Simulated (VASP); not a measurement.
**Relaxed cell of La2O3: a test of cutoff and mesh**

How far does the relaxed cell of La2O3 depend on cutoff and k mesh? The starting structure is a computed structure from the Materials Project. The first relaxation on each setting starts from this cell expanded by 3 % in volume.

Calculated with VASP 6.6.1; Kohn-Sham DFT with plane waves and PAW; PBEsol.

### 1. Starting point

The structure is trigonal, space group P-3m1 (No. 164). Conventional cell: a = 3.931 Å, b = 3.931 Å, c = 6.112 Å, α = 90.00°, β = 90.00°, γ = 120.00°. Nearest to La lie 7 O at 2.36 to 2.72 Å. Nearest to O lie 6 La at 2.72 Å. Nearest to O lie 4 La at 2.36 to 2.44 Å. Farther neighbours and most contacts between anions are not listed.

Structure file:

```
La O
1.0
     3.93078    0.00000    0.00000
    -1.96539    3.40415    0.00000
     0.00000    0.00000    6.11195
La O
2 3
Direct
  0.33333 0.66667 0.24624
  0.66667 0.33333 0.75376
  0.00000 0.00000 0.00000
  0.33333 0.66667 0.64589
  0.66667 0.33333 0.35411
```

### 2. Reference relaxation

This run starts from the cell of an earlier relaxation, which isn't shown; the restart sets up the plane waves anew.

File INCAR:

```
SYSTEM = La2O3
PREC = Accurate
ENCUT = 520
EDIFF = 1E-06
NELM = 100
ISMEAR = 0
SIGMA = 0.03
LREAL = .FALSE.
ALGO = Normal
GGA = PS
NBANDS = 26
LASPH = .TRUE.
LORBIT = 11
LWAVE = .FALSE.
LCHARG = .FALSE.
KPAR = 8
IBRION = 2
NSW = 50
ISIF = 3
EDIFFG = -0.006
```

File POSCAR:

```
La2O3
1.0
    3.9044200537      0.0000000000      0.0000000000
   -1.9522100268      3.3813269535      0.0000000000
    0.0000000000      0.0000000000      6.0388166838
La O
2 3
Direct
    0.3333333333      0.6666666667      0.2453358590
    0.6666666667      0.3333333333      0.7546641410
    0.0000000000      0.0000000000      0.0000000000
    0.3333333333      0.6666666667      0.6459566028
    0.6666666667      0.3333333333      0.3540433972
```

File KPOINTS:

```
Automatic mesh
0
Gamma
6 6 4
0 0 0
```

Potentials, in the order of the species: La and O (PBE family, release 64).

Started as:

```
> mpirun -np 8 vasp_std
```

The log of the run:

```text
[banner, memory and clock lines left out]
running    8 mpi-ranks, on    1 nodes
 distrk:  each k-point on    1 cores,    8 groups
 distr:  one band on    1 cores,    1 groups

 POSCAR found type information on POSCAR LaO
 POSCAR found :  2 types and       5 ions
|                                                                             |
|           W    W    AA    RRRRR   N    N  II  N    N   GGGG   !!!           |
|           W    W   A  A   R    R  NN   N  II  NN   N  G    G  !!!           |
|           W    W  A    A  R    R  N N  N  II  N N  N  G       !!!           |
|           W WW W  AAAAAA  RRRRR   N  N N  II  N  N N  G  GGG   !            |
|           WW  WW  A    A  R   R   N   NN  II  N   NN  G    G                |
|           W    W  A    A  R    R  N    N  II  N    N   GGGG   !!!           |
|                                                                             |
|     For optimal performance we recommend to set                             |
|       NCORE = 2 up to number-of-cores-per-socket                            |
|     NCORE specifies how many cores store one orbital (NPAR=cpu/NCORE).      |
|     This setting can greatly improve the performance of VASP for DFT.       |
|     The default, NCORE=1 might be grossly inefficient on modern             |
|     multi-core architectures or massively parallel machines. Do your        |
|     Unfortunately you need to use the default for GW and RPA                |
|     calculations (for HF NCORE is supported but not extensively tested      |
|     yet).                                                                   |
|                                                                             |

|                                                                             |
|               ----> ADVICE to this user running VASP <----                  |
|                                                                             |
|     You enforced a specific xc type in the INCAR file but a different       |
|     [... a line on the potential file left out ...]
|     I HOPE YOU KNOW WHAT YOU ARE DOING!                                     |
|                                                                             |

 LDA part: xc-table for (Slater+PW92), standard interpolation
 POSCAR, INCAR and KPOINTS ok, starting setup
 FFT: planning ... GRIDC
 FFT: planning ... GRID_SOFT
 FFT: planning ... GRID
 WAVECAR not read
 entering main loop
       N       E                     dE             d eps       ncg     rms          rms(c)
DAV:   1     0.462882351567E+03    0.46288E+03   -0.15626E+04  1296   0.238E+03
DAV:   2     0.829134806902E+02   -0.37997E+03   -0.37067E+03  1728   0.380E+02
DAV:   3    -0.325140963567E+02   -0.11543E+03   -0.11310E+03  2180   0.199E+02
DAV:   4    -0.477510778708E+02   -0.15237E+02   -0.15212E+02  2120   0.783E+01
DAV:   5    -0.487521444422E+02   -0.10011E+01   -0.10005E+01  2184   0.236E+01    0.139E+01
DAV:   6    -0.438442075628E+02    0.49079E+01   -0.43436E+01  1984   0.385E+01    0.740E+00
DAV:   7    -0.437604578732E+02    0.83750E-01   -0.46266E+00  2400   0.207E+01    0.347E+00
DAV:   8    -0.437172476615E+02    0.43210E-01   -0.52618E-01  2168   0.599E+00    0.114E+00
DAV:   9    -0.437073882793E+02    0.98594E-02   -0.78529E-02  2264   0.220E+00    0.347E-01
DAV:  10    -0.437087515725E+02   -0.13633E-02   -0.23688E-02  2120   0.109E+00    0.159E-01
DAV:  11    -0.437095067336E+02   -0.75516E-03   -0.72660E-03  2280   0.654E-01    0.127E-01
DAV:  12    -0.437094360424E+02    0.70691E-04   -0.19703E-03  1912   0.297E-01    0.507E-02
DAV:  13    -0.437094587225E+02   -0.22680E-04   -0.84870E-04  2256   0.200E-01    0.214E-02
DAV:  14    -0.437094580016E+02    0.72081E-06   -0.83175E-05  2248   0.809E-02    0.615E-03
DAV:  15    -0.437094591310E+02   -0.11294E-05   -0.73058E-06  2008   0.200E-02    0.463E-03
DAV:  16    -0.437094591412E+02   -0.10165E-07   -0.44539E-06  1816   0.134E-02
   1 F= -.43709459E+02 E0= -.43709459E+02  d E =-.437095E+02
 curvature:   0.00 expect dE= 0.000E+00 dE for cont linesearch  0.000E+00
 trial: gam= 0.00000 g(F)=  0.402E-05 g(S)=  0.106E-04 ort = 0.000E+00 (trialstep = 0.100E+01)
 search vector abs. value=  0.146E-04
 reached required accuracy - stopping structural energy minimisation
```

Elapsed: 11 s, on 8 MPI ranks of Intel Xeon 6975P-C (Granite Rapids), shared host; peak memory 1.9 GiB.

The logs omit lines about the potential files and the build; timing stands in the text.

Parts of OUTCAR (step 2):

```text
ion  position               nearest neighbor table
   1  0.333  0.667  0.245-   5 2.35   5 2.35   5 2.35   4 2.42   3 2.70   3 2.70   3 2.70
   2  0.667  0.333  0.755-   4 2.35   4 2.35   4 2.35   5 2.42   3 2.70   3 2.70   3 2.70
   3  0.000  0.000  0.000-   1 2.70   2 2.70   1 2.70   2 2.70   2 2.70   1 2.70
   4  0.333  0.667  0.646-   2 2.35   2 2.35   2 2.35   1 2.42
   5  0.667  0.333  0.354-   1 2.35   1 2.35   1 2.35   2 2.42

  LATTYP: Found a hexagonal cell.
 ALAT       =     3.9044200537
 C/A-ratio  =     1.5466616298

 Subroutine GETGRP returns: Found 12 space group operations
 (whereof 12 operations were pure point group operations)

The static configuration has the point symmetry D_3d.

 Found     24 irreducible k-points:

   k-points           NKPTS =     24   k-points in BZ     NKDIM =     24   number of bands    NBANDS=     26

   dimension x,y,z NGX =    30 NGY =   30 NGZ =   48
   dimension x,y,z NGXF=    60 NGYF=   60 NGZF=   96

   ENCUT  =  520.0 eV  38.22 Ry    6.18 a.u.   7.26  7.26 11.23*2*pi/ulx,y,z

   NELECT =      40.0000    total number of electrons

 k-points in reciprocal lattice and weights: Automatic mesh
   0.00000000  0.00000000  0.00000000       0.007
   0.16666667  0.00000000  0.00000000       0.042
   0.33333333  0.00000000  0.00000000       0.042
   0.50000000  0.00000000  0.00000000       0.021
   0.16666667  0.16666667  0.00000000       0.042
   0.33333333  0.16666667  0.00000000       0.083
   0.33333333  0.33333333  0.00000000       0.014
   0.00000000  0.00000000  0.25000000       0.014
   0.16666667  0.00000000  0.25000000       0.042
[...]
0.33333333  0.16666667  0.50000000       0.083
   0.33333333  0.33333333  0.50000000       0.014

 average (electrostatic) potential at core
       1 -94.5141       2 -94.5141       3 -66.3770       4 -66.8709       5 -66.8709

 E-fermi :   6.2284

 k-point     1 :       0.0000    0.0000    0.0000
  band No.  band energies     occupation
    ...
     16       3.9443      2.00000
     17       4.3196      2.00000
     18       5.6478      2.00000
     19       5.6478      2.00000
     20       5.9276      2.00000
     21      10.3930      0.00000
     22      10.6607      0.00000
     23      10.6607      0.00000
     24      11.3312      0.00000
     25      11.6492      0.00000
    ...

 k-point     2 :       0.1667    0.0000    0.0000
  band No.  band energies     occupation
    ...
     16       4.0586      2.00000
     17       4.9111      2.00000
     18       5.2805      2.00000
     19       5.6432      2.00000
     20       5.8480      2.00000
     21      10.4794      0.00000
     22      10.7389      0.00000
     23      10.8874      0.00000
     24      11.4450      0.00000
     25      11.5883      0.00000
    ...

 k-point     3 :       0.3333    0.0000    0.0000
  band No.  band energies     occupation
    ...
     16       4.8092      2.00000
     17       5.0676      2.00000
     18       5.2400      2.00000
     19       5.7218      2.00000
     20       5.7841      2.00000
     21      10.0807      0.00000
     22      10.8568      0.00000
     23      11.3028      0.00000
     24      11.4840      0.00000
     25      11.4975      0.00000
    ...

  Total       -0.0133764     -0.0133764     -0.0272306     -0.0000000      0.0000000      0.0000000
  in kB       -0.2688147     -0.2688147     -0.5472322     -0.0000000      0.0000000      0.0000000
  external PRESSURE =      -0.3616205 kB  Pullay stress =       0.0000000 kB

  energy-cutoff  :      520.00
  volume of cell :       79.73
      direct lattice vectors                 reciprocal lattice vectors
     3.904420054  0.000000000  0.000000000     0.256119984  0.147870941  0.000000000
    -1.952210027  3.381326953  0.000000000     0.000000000  0.295741883  0.000000000
     0.000000000  0.000000000  6.038816684     0.000000000  0.000000000  0.165595356

 POSITION                                       TOTAL-FORCE (eV/Angst)
 -----------------------------------------------------------------------------------
     -0.00000      2.25422      1.48154         0.000000      0.000000      0.005315
      1.95221      1.12711      4.55728        -0.000000     -0.000000     -0.005315
      0.00000      0.00000      0.00000         0.000000      0.000000      0.000000
     -0.00000      2.25422      3.90081         0.000000      0.000000      0.003668
      1.95221      1.12711      2.13800         0.000000      0.000000     -0.003668
 -----------------------------------------------------------------------------------
    total drift:                               -0.000000      0.000000      0.000000

  FREE ENERGIE OF THE ION-ELECTRON SYSTEM (eV)
  ---------------------------------------------------
  free  energy   TOTEN  =       -43.7094591412 eV

  energy  without entropy=      -43.7094591412  energy(sigma->0) =      -43.70945914

 reached required accuracy - stopping structural energy minimisation

 total charge
# of ion       s       p       d       f       tot
--------------------------------------------------
    1        2.038   5.681   0.672   0.253   8.644
    2        2.038   5.681   0.672   0.253   8.644
    3        1.553   3.369   0.000   0.000   4.922
    4        1.567   3.453   0.000   0.000   5.020
    5        1.567   3.453   0.000   0.000   5.020
--------------------------------------------------
tot          8.762  21.636   1.345   0.506  32.249

[... 3 further parts left out ...]
```

CONTCAR:

```
La2O3
   1.00000000000000
     3.9044200537000000    0.0000000000000000    0.0000000000000000
    -1.9522100268000000    3.3813269534999999    0.0000000000000000
     0.0000000000000000    0.0000000000000000    6.0388166838000004
  La              O
     2     3
Direct
     0.3333333332999970    0.6666666667000030    0.2453358590000008
     0.6666666667000030    0.3333333332999970    0.7546641409999992
     0.0000000000000000    0.0000000000000000    0.0000000000000000
     0.3333333332999970    0.6666666667000030    0.6459566027999983
     0.6666666667000030    0.3333333332999970    0.3540433972000017
```

The PAW data sets were made with PBE, which is usual practice but a small mismatch for other functionals. The run keeps the 12 symmetry operations of its start, so it cannot find a distortion of lower symmetry.

The reference relaxation ends at 15.945 Å³ an atom.

### 3. Relaxation with a cutoff of 400 eV

Against step 2 the input has ENCUT = 400. This run starts from the cell of an earlier relaxation, which isn't shown; the restart sets up the plane waves anew.

Edit INCAR of step 2 so:

```diff
@@ -2,3 +2,3 @@
 PREC = Accurate
-ENCUT = 520
+ENCUT = 400
 EDIFF = 1E-06
```

File POSCAR:

```
La2O3
1.0
    3.8887439224      0.0000000000      0.0000000000
   -1.9443719612      3.3677510256      0.0000000000
    0.0000000000      0.0000000000      5.9772953425
La O
2 3
Direct
    0.3333333333      0.6666666667      0.2440340171
    0.6666666667      0.3333333333      0.7559659829
    0.0000000000      0.0000000000      0.0000000000
    0.3333333333      0.6666666667      0.6465428323
    0.6666666667      0.3333333333      0.3534571677
```

KPOINTS is that of step 2.

Started as:

```
> mpirun -np 8 vasp_std
```

The log of the run:

```text
[banner, memory and clock lines left out]
running    8 mpi-ranks, on    1 nodes
[...]
[... a notice as in an earlier step ...]

 [... a notice as in an earlier step ...]

 LDA part: xc-table for (Slater+PW92), standard interpolation
 POSCAR, INCAR and KPOINTS ok, starting setup
[...]
entering main loop
       N       E                     dE             d eps       ncg     rms          rms(c)
DAV:   1     0.429734643884E+03    0.42973E+03   -0.13148E+04  1288   0.191E+03
DAV:   2     0.804369736569E+02   -0.34930E+03   -0.34110E+03  1720   0.367E+02
DAV:   3    -0.325852141095E+02   -0.11302E+03   -0.10967E+03  2174   0.181E+02
DAV:   4    -0.476956856465E+02   -0.15110E+02   -0.15087E+02  2106   0.766E+01
[...]
DAV:  13    -0.437439812533E+02   -0.29954E-04   -0.68108E-04  2216   0.183E-01    0.221E-02
DAV:  14    -0.437439786068E+02    0.26465E-05   -0.70099E-05  2232   0.780E-02    0.638E-03
DAV:  15    -0.437439790456E+02   -0.43883E-06   -0.51873E-06  1760   0.182E-02
   1 F= -.43743979E+02 E0= -.43743979E+02  d E =-.437440E+02
[... from here on, the cycles between the ionic steps are left out ...]
   2 F= -.43739345E+02 E0= -.43739345E+02  d E =0.463410E-02
   3 F= -.43747541E+02 E0= -.43747541E+02  d E =-.356226E-02
   4 F= -.43748065E+02 E0= -.43748065E+02  d E =-.523302E-03
   5 F= -.43748139E+02 E0= -.43748139E+02  d E =-.597567E-03
   6 F= -.43748244E+02 E0= -.43748244E+02  d E =-.104707E-03
   7 F= -.43748273E+02 E0= -.43748273E+02  d E =-.134255E-03
   8 F= -.43748304E+02 E0= -.43748304E+02  d E =-.312993E-04
 trial-energy change:   -0.000031  1 .order   -0.000031   -0.000054   -0.000008
 step:   1.3412(harm=  1.3412)  dis= 0.00145  next Energy=   -43.748305 (dE=-0.315E-04)
 reached required accuracy - stopping structural energy minimisation
```

Elapsed: 34 s, on 8 MPI ranks; peak memory 1.8 GiB.

From OUTCAR (step 3):

```text
  Total       -0.0259043     -0.0259043     -0.0025581      0.0000000     -0.0000000      0.0000000
  in kB       -0.5357589     -0.5357589     -0.0529068      0.0000000     -0.0000000      0.0000000
  external PRESSURE =      -0.3748082 kB  Pullay stress =       0.0000000 kB

 POSITION                                       TOTAL-FORCE (eV/Angst)
 -----------------------------------------------------------------------------------
     -0.00000      2.24180      1.44288         0.000000     -0.000000     -0.000268
      1.94146      1.12090      4.49001        -0.000000      0.000000      0.000268
      1.94146      3.36270      5.93290        -0.000000      0.000000      0.000000
     -0.00000      2.24180      3.83894        -0.000000      0.000000      0.005292
      1.94146      1.12090      2.09395         0.000000     -0.000000     -0.005292
 -----------------------------------------------------------------------------------
    total drift:                                0.000000     -0.000000      0.000000

  FREE ENERGIE OF THE ION-ELECTRON SYSTEM (eV)
  ---------------------------------------------------
  free  energy   TOTEN  =       -43.7483044289 eV

  energy  without entropy=      -43.7483044289  energy(sigma->0) =      -43.74830443

[... 2 parts as in an earlier step ...]

[... 2 further parts left out ...]
[key lines of the parts left out:]
E-fermi :   6.5059
```

With a cutoff of 400 eV the cell ends at 15.493 Å³ an atom, -2.83 % from the reference, a by -0.6 % and c by -1.8 %, and since the restart alone still moved it by -1.0 % it may not have settled.

### 4. Relaxation with a 4×4×2 mesh

Against step 2 the input has a 4×4×2 mesh (also changed: KPAR and NCORE). This run starts from the cell of an earlier relaxation, which isn't shown; the restart sets up the plane waves anew.

Edit INCAR of step 3 so:

```diff
@@ -2,3 +2,3 @@
 PREC = Accurate
-ENCUT = 400
+ENCUT = 520
 EDIFF = 1E-06
@@ -15,3 +15,4 @@
 LCHARG = .FALSE.
-KPAR = 8
+KPAR = 4
+NCORE = 2
 IBRION = 2
```

File POSCAR:

```
La2O3
1.0
    3.9006302077      0.0000000000      0.0000000000
   -1.9503151038      3.3780448506      0.0000000000
    0.0000000000      0.0000000000      6.0534942102
La O
2 3
Direct
    0.3333333333      0.6666666667      0.2455887045
    0.6666666667      0.3333333333      0.7544112955
    0.0000000000      0.0000000000      0.0000000000
    0.3333333333      0.6666666667      0.6456225908
    0.6666666667      0.3333333333      0.3543774092
```

File KPOINTS:

```
Automatic mesh
0
Gamma
4 4 2
0 0 0
```

Started as:

```
> mpirun -np 8 vasp_std
```

The log of the run:

```text
[banner, memory and clock lines left out]
running    8 mpi-ranks, on    1 nodes
[...]
[... a notice as in an earlier step ...]

 LDA part: xc-table for (Slater+PW92), standard interpolation
 POSCAR, INCAR and KPOINTS ok, starting setup
[...]
entering main loop
       N       E                     dE             d eps       ncg     rms          rms(c)
DAV:   1     0.472756448192E+03    0.47276E+03   -0.15661E+04   440   0.235E+03
DAV:   2     0.850678083001E+02   -0.38769E+03   -0.37706E+03   568   0.378E+02
DAV:   3    -0.324818323111E+02   -0.11755E+03   -0.11623E+03   722   0.202E+02
DAV:   4    -0.477064956408E+02   -0.15225E+02   -0.15201E+02   712   0.798E+01
[...]
DAV:  13    -0.437041755616E+02   -0.34206E-04   -0.77901E-04   744   0.178E-01    0.223E-02
DAV:  14    -0.437041742278E+02    0.13338E-05   -0.70812E-05   728   0.814E-02    0.721E-03
DAV:  15    -0.437041747324E+02   -0.50457E-06   -0.61695E-06   648   0.180E-02
   1 F= -.43704175E+02 E0= -.43704175E+02  d E =-.437042E+02
[...]
reached required accuracy - stopping structural energy minimisation
```

Elapsed: 5.4 s, on 8 MPI ranks; peak memory 1.5 GiB; 31 s of CPU time.

OUTCAR, selected parts (step 4):

```text
  Total        0.0066911      0.0066911     -0.0092048      0.0000000      0.0000000     -0.0000000
  in kB        0.1343998      0.1343998     -0.1848931      0.0000000      0.0000000     -0.0000000
  external PRESSURE =       0.0279688 kB  Pullay stress =       0.0000000 kB

 POSITION                                       TOTAL-FORCE (eV/Angst)
 -----------------------------------------------------------------------------------
     -0.00000      2.25203      1.48667         0.000000     -0.000000      0.001665
      1.95032      1.12601      4.56682        -0.000000      0.000000     -0.001665
      0.00000      0.00000      0.00000        -0.000000      0.000000      0.000000
     -0.00000      2.25203      3.90827        -0.000000      0.000000      0.003208
      1.95032      1.12601      2.14522        -0.000000      0.000000     -0.003208
 -----------------------------------------------------------------------------------
    total drift:                               -0.000000      0.000000      0.000000

  FREE ENERGIE OF THE ION-ELECTRON SYSTEM (eV)
  ---------------------------------------------------
  free  energy   TOTEN  =       -43.7041747324 eV

  energy  without entropy=      -43.7041747323  energy(sigma->0) =      -43.70417473

[... 1 part as in an earlier step ...]

[... 3 further parts left out ...]
[key lines of the parts left out:]
E-fermi :   6.2135
```

With a 4×4×2 mesh the cell ends at 15.953 Å³ an atom, +0.05 % from the reference.

(Continued in part 2 of 2.)

[Lines on the potential files, build, host, timing and source positions are cut from VASP's logs without a mark.]

[Logs are printed without paths, hosts, clocks, repeated set-up lines and the standing remarks that a program may print on its own settings, such as how far it seeks lower states.]

[Hosts, paths, dates, database ids (printed as entryN), source tags and the programs' standing remarks are cut or masked in the printed files.]
